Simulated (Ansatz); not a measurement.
Sr, dhcp: how the functional moves the structure

All rows: Ansatz, plane waves with scalar-relativistic PAW, 420 eV (500 eV for the SCAN forms), relaxed under each functional, no dispersion correction, no zero-point motion. B₀ comes from uniform scaling at fixed shape; a dash is a value not given.

```csv
functional,V (Å³/atom),cell,B₀ (GPa),magnetic state,ΔE to fcc (meV/atom)
PBE,55.15,"a = 4.270 Å, c = 13.973 Å (c/a = 3.273)",12,spin not included,2
r²SCAN,57.01,"a = 4.313 Å, c = 14.158 Å (c/a = 3.283)",12,spin not included,3
PBEsol,52.30,"a = 4.195 Å, c = 13.728 Å (c/a = 3.272)",12,spin not included,3
LDA,48.91,"a = 4.103 Å, c = 13.421 Å (c/a = 3.271)",13,spin not included,3
revPBE,57.76,"a = 4.336 Å, c = 14.193 Å (c/a = 3.274)",11,spin not included,2
RPBE,58.55,"a = 4.355 Å, c = 14.258 Å (c/a = 3.274)",11,spin not included,2
BLYP,56.41,"a = 4.305 Å, c = 14.060 Å (c/a = 3.266)",10,spin not included,2
```

LDA gives the smallest volume and RPBE the largest.
